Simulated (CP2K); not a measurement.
Runs of CP2K 2026.2 on GaAs. Symmetry: F-43m, No. 216, cubic system. The conventional cell has a = 5.654 Å, b = 5.654 Å, c = 5.654 Å, α = 90.00°, β = 90.00°, γ = 90.00°. As (site symmetry -43m) has 4 Ga at 2.45 Å as nearest neighbours. Ga (site symmetry -43m) has 4 As at 2.45 Å as nearest neighbours. 

```tsv
level	potentials or basis	smearing	EPS_DEFAULT	NGRIDS	points a segment of the path (NPOINTS)	bands added on the path	CUTOFF of the grids	gap on the mesh (eV)	pressure (GPa)
r2SCAN	POTENTIAL_UZH As GTH-SCAN-q5, Ga GTH-SCAN-q13; TZVP-MOLOPT-SCAN-GTH basis	fermi-dirac 0.05 eV	1.0E-10	5	10	2	675 Ry	(b)	-0.3
TB-mBJ	POTENTIAL_UZH As GTH-PBE-q5, Ga GTH-PBE-q13; TZVP-MOLOPT-PBE-GTH basis	fermi-dirac 0.01 eV	1.0E-9	5	10	2	675 Ry	0.62	-
LDA	GTH_POTENTIALS As GTH-PADE-q5, Ga GTH-PADE-q13; TZVP-MOLOPT-PBE-GTH basis	fermi-dirac 0.05 eV	1.0E-10	5	10	4	450 Ry	0.29	(a)
PBEsol	POTENTIAL_UZH As GTH-PBE-q5, Ga GTH-PBE-q13; TZVP-MOLOPT-PBE-GTH basis	fermi-dirac 0.0259 eV	1.0E-10	4	6	4	450 Ry	0.38	1.7
```

Alike in all rows: task band structure; no spin polarisation; cell as given; k mesh 8 × 8 × 8.

Estimate the missing entries.

(a) -1.7; (b) 0.83.

Caveats: the basis of atomic orbitals isn't converged, which shifts pressures, moduli and gaps; the potentials were made for another functional, which shifts forces and pressure (some runs); this is a model potential without an energy functional, so only levels have meaning (some runs).

A k mesh can miss the band edges, and the runs leave out spin-orbit coupling on As, Ga.

Runs at the PBE level aren't shown here.
